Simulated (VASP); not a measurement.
Consider the following.

```
RuO2
1.0
    4.52232     0.00000     0.00000
    0.00000     4.52232     0.00000
    0.00000     0.00000     3.12412
Ru O
2 4
Direct
  0.00000   0.00000   0.00000
  0.50000   0.50000   0.50000
  0.30577   0.30577   0.00000
  0.80577   0.19423   0.50000
  0.19423   0.80577   0.50000
  0.69423   0.69423   0.00000
```

Method: PBE GGA, VASP's PBE PAW potentials (set 64) (plane waves; VASP). Numerical set-up: 520 eV cut-off, 8×8×11 Γ-centred mesh, tetrahedra with Blöchl corrections, potentials Ru_pv O.

The cores are frozen, which limits the accuracy of field gradients.

Give the principal components of the electric field gradient (V/Å²) and the asymmetry η at each nucleus.

| atom | Vxx | Vyy | Vzz | η |
|---|---|---|---|---|
| Ru1 | 75.4 | 30.0 | -105.5 | 0.43 |
| Ru2 | 75.4 | 30.0 | -105.5 | 0.43 |
| O3 | 21.5 | 1.2 | -22.7 | 0.90 |
| O4 | 21.5 | 1.2 | -22.7 | 0.90 |
| O5 | 21.5 | 1.2 | -22.7 | 0.90 |
| O6 | 21.5 | 1.2 | -22.7 | 0.90 |

The compound is RuO2 in the rutile structure. It was relaxed first.
